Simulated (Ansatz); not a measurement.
# Preparing SiC (F-43m) as a host crystal

Aim: the runs on the perfect crystal SiC (F-43m) that a defect calculation needs first.

Calculated with Ansatz 0.2.0; plane-wave PAW DFT, PBEsol; relaxation of the host's cell and atoms; PAW set soft_1, in the first sound run; inputs show where later runs differ.

**1. Set-up**

The structure is cubic, space group F-43m (No. 216). The conventional cell has a = 4.360 Å, b = 4.360 Å, c = 4.360 Å, α = 90.00°, β = 90.00°, γ = 90.00°. Si has 4 C at 1.89 Å nearest. Nearest to C lie 4 Si at 1.89 Å. Farther neighbours are not listed.

**2. Host cell relaxation**

Cell and atoms are relaxed together, until forces and stress fall under their thresholds.

The input, cell/input.yaml:

```yaml
crystal:
  lattice:
    - [0.0, 2.18, 2.18]
    - [2.18, 0.0, 2.18]
    - [2.18, 2.18, 0.0]
  atoms:
    - { symbol: Si, position: [0.0, 0.0, 0.0] }
    - { symbol: C, position: [0.25, 0.25, 0.25] }
basis:
  ecutwfc: 420
  xc_grid: 2
hamiltonian:
  xc: pbesol
  pseudopotentials: { kind: paw, azcp: { folder: soft_1 }, xc_functional: pbe }
kpoints:
  mp_grid: { grid: [11, 11, 11] }
scf:
  occupations: { method: fixed }
  max_iter: 100
relax:
  f_tol: 0.005
  max_steps: 60
  cell: {}
output:
  forces: true
  stress: true
checkpoint:
  write: "../cell.run"
  compress: false
  write_wavefunctions: false
  write_every: 100000
```

The run is started by

```console
$ ansatz run input.yaml --threads 32 --pin off --max-ram 84787MiB --backend cpu --events-out ev --progress --plain --runs-dir out
```

Numbers of over 12 decimals in the logs are rounded to 6 here.

What it wrote:

```text
[... repeated set-up lines and file paths are left out, and long positions are rounded to six places ...]
Engine: ansatz 0.2.0, aarch64-unknown-linux-gnu
Pseudopotentials: kind: paw
Pseudopotential: Si, paw, valence charge 4, recommended cutoff 420 eV (normal), soft_1/Si.paw.azcp
Pseudopotential: C, paw, valence charge 4, recommended cutoff 420 eV (normal), soft_1/C.paw.azcp
Functional definition: PBEsol
  exchange = pbesol_x
  correlation = pbesol_c
Crystal: 2 atoms, lattice volume = 20.720 Å³
Basis set: ecut = 420 eV, 411 PW (Γ), exchange–correlation on 48×48×48 points (8 copies of the dense FFT grid, shifted against one another)
Bands: 8, of which v1, the nominal top of the filled ones, is band 4 counted from 1 (3 counted from 0)
Symmetry: 24 space group operations
Space group: F-43m (ITA 216), of the structure as read, at distance tolerance 2.7e-5 Å
k-points: 56 of 1331 (time reversal used)
Non-local potential: Si, projectors of the file, l = 0: 2, l = 1: 2, l = 2: 1
Non-local potential: C, projectors of the file, l = 0: 2, l = 1: 2, l = 2: 1
PAW form: soft (Blöchl's): semilocal exchange-correlation on the pseudo side does not see the compensation charge
PAW frozen core: Si, regenerated for the run's functional, and the local potential with it (the file was generated under x = pbe(κ = 0.804, μ = 0.219515), c = pbe(β = 0.066725))
PAW frozen core: C, regenerated for the run's functional, and the local potential with it (the file was generated under x = pbe(κ = 0.804, μ = 0.219515), c = pbe(β = 0.066725))
PAW one-centre angular grid: Si, 110 points (default); XC on 64 Gauss nodes
PAW one-centre angular grid: C, 110 points (default); XC on 64 Gauss nodes
Initial density: superposition of atomic densities (chi_scale 0.1, normalization cell, long waves kept (reshape's long-wave potential 0.00 eV rms))
Initial wavefunctions: pseudopotential atomic-orbital guess
Functional: x = pbesol(κ = 0.804, μ = 0.123457), c = pbesol(β = 0.046)
SCF iter   1: F=—  HF=-870.134251 eV  |Δ(HF+E_count)|=         —  Δρ=1.33e-1  dr2=4.48e0  Hψ=3108
preconditioner: auto → none  [insulator: Δε(μ)=3.247 eV  Ē_g=14.673 eV  n_scr=0 (ndim 8)  ℏωp=23.1 eV  f_vac=0.000  ε∞_Penn≈3.5]
SCF iter   2: F=—  HF=-868.793887 eV  |Δ(HF+E_count)|=    1.34e0  Δρ=4.80e-2  dr2=2.96e-1  Hψ=1445
SCF iter   3: F=—  HF=-868.715086 eV  |Δ(HF+E_count)|=   7.88e-2  Δρ=1.88e-2  dr2=3.75e-2  Hψ=815
SCF iter   4: F=—  HF=-868.709150 eV  |Δ(HF+E_count)|=   5.94e-3  Δρ=1.41e-3  dr2=2.33e-4  Hψ=563
SCF iter   5: F=—  HF=-868.709230 eV  |Δ(HF+E_count)|=   7.98e-5  Δρ=1.74e-4  dr2=2.11e-6  Hψ=745
SCF iter   6: F=—  HF=-868.709234 eV  |Δ(HF+E_count)|=   4.47e-6  Δρ=4.65e-5  dr2=2.10e-7  Hψ=1506
SCF iter   7: F=-868.709234 eV  HF=-868.709234 eV  |Δ(HF+E_count)|=   6.01e-8  Δρ=6.66e-6  dr2=3.93e-9  Hψ=1344
SCF 1 converged in 7 iterations: F = -868.709234 eV  dr2 = 3.93e-9
  greatest PAW one-centre occupation: 0.644 electrons in one spin orbital (limit 2), on the C atom at site 1 (counted from 0), in its partial waves of l = 0
relax step   1: F+E_penalty+E_count = -868.70923404 eV  Δ(F+E_penalty+E_count) = +0.000e0 eV  max|allowed force component| = 2.961e-16 eV/Å  Δτ_max = 0.0000 Å  P = -0.471 GPa  Ω = 20.720 Å³  (7 SCF iters, dr2 threshold 1.00e-7 eV, accepted)
[... the SCF cycles and remarks between the steps are left out from here to the last step ...]
relax step   2: F+E_penalty+E_count = -868.70930638 eV  Δ(F+E_penalty+E_count) = -7.234e-5 eV  max|allowed force component| = 7.864e-17 eV/Å  Δτ_max = 0.0000 Å  P = -0.221 GPa  Ω = 20.697 Å³  energy of the carried Pulay correction = +2.198e-5 eV  (3 SCF iters, dr2 threshold 2.00e-7 eV, accepted)
relax step   3: F+E_penalty+E_count = -868.70933987 eV  Δ(F+E_penalty+E_count) = -3.349e-5 eV  max|allowed force component| = 5.551e-17 eV/Å  Δτ_max = 0.0000 Å  P = +0.002 GPa  Ω = 20.676 Å³  energy of the carried Pulay correction = +4.143e-5 eV  (3 SCF iters, dr2 threshold 1.22e-7 eV, accepted)
Initial wavefunctions: pseudopotential atomic-orbital guess (no wavefunctions were taken with the density)
iter 1 solved again at ethr=6.25e-8 eV; its pass at ethr=3.10e-3 eV (dr2=5.00e-6 eV) is discarded
SCF iter   1: F=—  HF=-868.709295 eV  |Δ(HF+E_count)|=         —  Δρ=2.46e-5  dr2=9.36e-8  Hψ=4483
SCF iter   2: F=—  HF=-868.709298 eV  |Δ(HF+E_count)|=   2.60e-6  Δρ=1.14e-5  dr2=1.81e-8  Hψ=486
SCF iter   3: F=—  HF=-868.709298 eV  |Δ(HF+E_count)|=   2.63e-9  Δρ=7.90e-7  dr2=7.36e-11  Hψ=672
SCF iter   4: F=—  HF=-868.709298 eV  |Δ(HF+E_count)|=  4.55e-11  Δρ=3.39e-7  dr2=2.50e-11  Hψ=1724
SCF iter   5: F=-868.709298 eV  HF=-868.709298 eV  |Δ(HF+E_count)|=  6.82e-12  Δρ=7.22e-8  dr2=5.86e-13  Hψ=1577
SCF 4 converged in 5 iterations: F = -868.709298 eV  dr2 = 5.86e-13
relax step   4: F+E_penalty+E_count = -868.70929760 eV  Δ(F+E_penalty+E_count) = +4.228e-5 eV  max|allowed force component| = 7.401e-17 eV/Å  Δτ_max = 0.0000 Å  P = -0.001 GPa  Ω = 20.676 Å³  stress off target by 7.32e-4 GPa  SCF on the basis re-selected at this cell (its energy is not comparable with the rows above)  (5 SCF iters)
basis re-selected at this cell: Δ(F+E_penalty+E_count) = +4.228e-5 eV, ΔP = -0.002 GPa vs the last step (what re-selecting the basis moved, of the pressure what is left beyond the Pulay correction that the steps carried, after the strain that the cell walked [...]
SCF converged after 5 iterations
Free energy (F): -868.709298 eV
Harris-Foulkes:  -868.709298 eV  (|F-HF|=0.00e0)
Internal energy: -868.709298 eV  (E = F + TS)
E sigma→0 (E₀):  -868.709298 eV
Fermi energy:    9.429760 eV
--- Per-component energies (eV) ---
  E_band       = 28.118501
  E_kinetic    = 132.921430
  E_local      = -94.815456  (includes V_loc(G=0)·N_el)
  E_nonlocal   = 45.379151
  E_hartree    = 31.298394
  E_xc         = -104.791763
  E_vxc        = -108.491065  (∫ρ·V_xc dr)
  E_paw        = -593.898827  (= ΣΔE_a)
  E_vpaw       = -9.472387  (= ΣTr[D̂ρ^β])
  E_aug_tail   = 0.000049  (compensation charges beyond the density's cutoff)
  E_ewald      = -284.854935
  E_core_change = 0.052661  (= ΣΔE_core)
  E_smearing   = -0.000000  (= −TS)
  E_closure    = 0.000000  (closes the sum)
  Σ components = -868.709298   (vs F -868.709298, Δ=0.00e0)
--- Forces (eV/Å), atoms counted from 1 ---
  atom   1  Si     0.00000000     0.00000000     0.00000000
  atom   2  C     -0.00000000     0.00000000     0.00000000
  max |Σ_I F_I| component: 6.48e-17 eV/Å
--- Stress (GPa, compression-positive) ---
       -0.000732      -0.000000      -0.000000
       -0.000000      -0.000732      -0.000000
       -0.000000      -0.000000      -0.000732
  P = ⅓ Tr σ = -0.0007 GPa (-0.007 kbar)
--- Relaxed structure (3 steps of the walk, 3 accepted, 1 SCFs on fresh bases) ---
  F+E_penalty+E_count = -868.70929760 eV   max|allowed force component| = 7.401e-17 eV/Å   (the final SCF, on the basis selected at the relaxed cell)
  cell:  # Å, volume = 20.6765 Å³
    - [0, 2.178456, 2.178456]
    - [2.178456, 0, 2.178456]
    - [2.178456, 2.178456, 0]
  atoms:
    - { symbol: Si, position: [0, 0, 0] }
    - { symbol: C, position: [0.250000, 0.250000, 0.250000] }
```

It took 0.66 s on 32 threads of Arm Neoverse V2, shared host; peak memory 0.16 GiB.

Little changed from the start: no atom moved by 0.005 Å and no cell edge by 0.1 %.

Numbers from this step:

| Property | Result |
| --- | --- |
| pressure | -7.32e-4 GPa |

**3. Dielectric tensors of the host**

The response to a uniform electric field gives the electronic dielectric tensor.

This step: plane-wave PAW DFPT, PBEsol; dielectric tensors, Born charges and zone-centre modes of the host; PAW set soft_1 (Ansatz 0.2.0).

The input, eps/input.yaml:

```yaml
crystal:
  lattice:
    - [0.0, 2.1784556966, 2.1784556966]
    - [2.1784556966, 0.0, 2.1784556966]
    - [2.1784556966, 2.1784556966, 0.0]
  atoms:
    - { symbol: Si, position: [0.0, 0.0, 0.0] }
    - { symbol: C, position: [0.25, 0.25, 0.25] }
basis:
  ecutwfc: 420
hamiltonian:
  xc: pbesol
  pseudopotentials: { kind: paw, azcp: { folder: soft_1 }, xc_functional: pbe }
kpoints:
  mp_grid: { grid: [9, 9, 9] }
scf:
  occupations: { method: fixed }
  max_iter: 100
phonons:
  method: dfpt
  dielectric: true
  rigid_motions: translations
```

What it wrote:

```text
[...]
Crystal: 2 atoms, lattice volume = 20.676 Å³
Basis set: ecut = 420 eV, 411 PW (Γ), exchange–correlation on 48×48×48 points (8 copies of the dense FFT grid, shifted against one another)
Bands: 8, of which v1, the nominal top of the filled ones, is band 4 counted from 1 (3 counted from 0)
Symmetry: 24 space group operations
k-points: 125 of 729 (irreducible under 4 space group operations, time reversal used)
[...]
SCF iter   1: F=—  HF=-870.140012 eV  |Δ(HF+E_count)|=         —  Δρ=1.33e-1  dr2=4.49e0  Hψ=6964
[...]
SCF iter   8: F=-868.708897 eV  HF=-868.708897 eV  |Δ(HF+E_count)|=   1.08e-9  Δρ=5.36e-7  dr2=2.58e-11  Hψ=7074
SCF 1 converged in 8 iterations: F = -868.708897 eV  dr2 = 2.58e-11
[...]
NSCF: frozen V_eff on 15 k-points
DFPT response loops at Γ: preconditioner auto → none (the input reference at scf.mixing.eps_inf says where Resta's filter doesn't serve); β = 0.50; Broyden in place of MSR1
── the response to a field inside a basis, on 10×10×10 k-points: an SCF that follows is theirs, and a resumed run solves both again ──
Bands: 5, of which v1, the nominal top of the filled ones, is band 4 counted from 1 (3 counted from 0)
k-points: 110 of 1000 (irreducible under 6 space group operations, time reversal used)
[...]
Eigensolver: Dense (110 Hₖ)
SCF iter   1: F=—  HF=-868.709733 eV  |Δ(HF+E_count)|=         —  Δρ=1.73e-4  dr2=8.68e-7
[...]
SCF iter   3: F=-868.709735 eV  HF=-868.709735 eV  |Δ(HF+E_count)|=   4.08e-7  Δρ=9.67e-6  dr2=1.84e-8
SCF 1 converged in 3 iterations: F = -868.709735 eV  dr2 = 1.84e-8
[...]
WARN: field response: ε∞ stands inside a basis, on 10×10×10 points; [...]
SCF converged after 8 iterations
Free energy (F): -868.708897 eV
[...]
Internal energy: -868.708897 eV  (E = F + TS)
E sigma→0 (E₀):  -868.708897 eV
Fermi energy:    9.430184 eV
[...]
--- Band table (eV; the first three rows and the last of 125) ---
[...]
[... further k-points left out ...]
--- Phonons (Γ-DFPT): 2 representative perturbations + reference, on 125 of 729 k-points (Σ response iterations 6) ---
  k mesh reduced under 4 symmetry operations, with k and −k counted as one. Each operation leaves every solved perturbation unchanged. A smaller set is not considered because the run solves the response to a homogeneous field
  ASR residual: 2.966e-4 → 0.000e0 eV/Å²; symmetrization residual: 3.346e-7 eV/Å²
  ASR residual per site (eV/Å²): 8.06e-5 2.97e-4
  Γ frequencies (cm⁻¹): 0.00 0.00 0.00 786.70 786.70 786.70
  ε∞ (high-frequency dielectric tensor):
        7.055617     0.000000    -0.000000
        0.000000     7.055617     0.000000
       -0.000000     0.000000     7.055617
  ε⁰ (static dielectric tensor: ions relaxed, cell fixed):
       10.435207    -0.000000     0.000000
       -0.000000    10.435207    -0.000000
        0.000000    -0.000000    10.435207
  ε⁰ − ε∞ (ionic part):
        3.379590    -0.000000     0.000000
       -0.000000     3.379590    -0.000000
        0.000000    -0.000000     3.379590
  softest optical mode at Γ: 786.70 cm⁻¹; the repairs (sum rule, projections) moved no ω² at Γ by more than (2.60 cm⁻¹)²
  Born effective charges Z* (e; rows j = field, columns β = displacement):
    site 0:
         2.71923   -0.00000    0.00000
        -0.00000    2.71923    0.00000
         0.00000    0.00000    2.71923
    site 1:
        -2.71923    0.00000   -0.00000
         0.00000   -2.71923   -0.00000
        -0.00000   -0.00000   -2.71923
  Z* charge neutrality: 5.194e-4 e pre-enforcement
  solved inside a basis spanned on kpoints, on 10×10×10 k-points, its susceptibility summed on 14×14×14: ε∞ is read to err by 2.0e-2, Z* by 9.1e-3 e (field_mesh: kpoints solves on kpoints); Z* is corrected for what the basis lacks
  optical modes at Γ without the LO–TO term, one row a degenerate level:
      ω (cm⁻¹)  modes    IR ((D/Å)²/amu)
        786.70      3            60.8307
  optical modes at Γ + LO–TO along q̂ = [1.0000, 0.0000, 0.0000]:
      ω (cm⁻¹)  modes    IR ((D/Å)²/amu)
        786.70      2            40.5538
        956.74      1            20.2769
  optical modes at Γ + LO–TO along q̂ = [0.0000, 1.0000, 0.0000]:
      ω (cm⁻¹)  modes    IR ((D/Å)²/amu)
        786.70      2            40.5538
        956.74      1            20.2769
  optical modes at Γ + LO–TO along q̂ = [0.0000, 0.0000, 1.0000]:
      ω (cm⁻¹)  modes    IR ((D/Å)²/amu)
        786.70      2            40.5538
        956.74      1            20.2769
```

It took 2.5 s on 32 threads; peak memory 0.16 GiB.

The column dr2 measures how far the density is from self-consistency, as an energy; F and HF (Harris–Foulkes) agree once it is small.

Electronic dielectric tensor:

```
7.06 0.00 0.00
0.00 7.06 0.00
0.00 0.00 7.06
```

Static dielectric tensor:

```
10.44  0.00  0.00
 0.00 10.44  0.00
 0.00  0.00 10.44
```

The electronic dielectric tensor is isotropic, 7.06. The static dielectric tensor is isotropic, 10.44.

**4. Host on a dense mesh**

This step: plane-wave PAW DFT, PBEsol; single point of the defect-free host, a test of the k-point sampling; PAW set soft_1 (Ansatz 0.2.0).

The input, dense/input.yaml:

```yaml
crystal:
  lattice:
    - [0.0, 2.1784556966, 2.1784556966]
    - [2.1784556966, 0.0, 2.1784556966]
    - [2.1784556966, 2.1784556966, 0.0]
  atoms:
    - { symbol: Si, position: [0.0, 0.0, 0.0] }
    - { symbol: C, position: [0.25, 0.25, 0.25] }
basis:
  ecutwfc: 420
  xc_grid: 2
hamiltonian:
  xc: pbesol
  pseudopotentials: { kind: paw, azcp: { folder: soft_1 }, xc_functional: pbe }
kpoints:
  mp_grid: { grid: [11, 11, 11] }
scf:
  occupations: { method: fermi_dirac, width: 0.01 }
  max_iter: 100
  lower_state_search: "off"
checkpoint:
  write: "../dense.run"
  compress: false
  write_wavefunctions: false
  write_every: 100000
```

What it wrote:

```text
[...]
Crystal: 2 atoms, lattice volume = 20.676 Å³
Basis set: ecut = 420 eV, 411 PW (Γ), exchange–correlation on 48×48×48 points (8 copies of the dense FFT grid, shifted against one another)
Bands: 8, of which v1, the nominal top of the filled ones, is band 4 counted from 1 (3 counted from 0)
Symmetry: 24 space group operations
[...]
k-points: 56 of 1331 (time reversal used)
[...]
SCF iter   1: F=—  HF=-870.140075 eV  |Δ(HF+E_count)|=         —  Δρ=1.33e-1  dr2=4.49e0  Hψ=3814
[...]
SCF iter   7: F=-868.709298 eV  HF=-868.709298 eV  |Δ(HF+E_count)|=   5.89e-8  Δρ=6.88e-6  dr2=4.05e-9  Hψ=896
SCF 1 converged in 7 iterations: F = -868.709298 eV  dr2 = 4.05e-9
[...]
SCF converged after 7 iterations
Free energy (F): -868.709298 eV
[...]
Internal energy: -868.709298 eV  (E = F + TS)
E sigma→0 (E₀):  -868.709298 eV
Fermi energy:    10.096905 eV
[...]
```

Elapsed: 0.22 s, on 32 threads; peak memory 0.12 GiB; 2.4 s of CPU time.

[end of part 1 of 2]

[Logs are printed without paths, hosts, clocks, repeated set-up lines and the standing remarks that a program may print on its own settings, such as how far it seeks lower states.]

[Hosts, paths, dates, database ids (printed as entryN), source tags and the programs' standing remarks are cut or masked in the printed files.]

[Runs of the host that timed out are not shown.]

[For some hosts the program warned that the k-mesh of the response run may be too coarse for force constants and the static dielectric constant; such warnings are not always shown.]
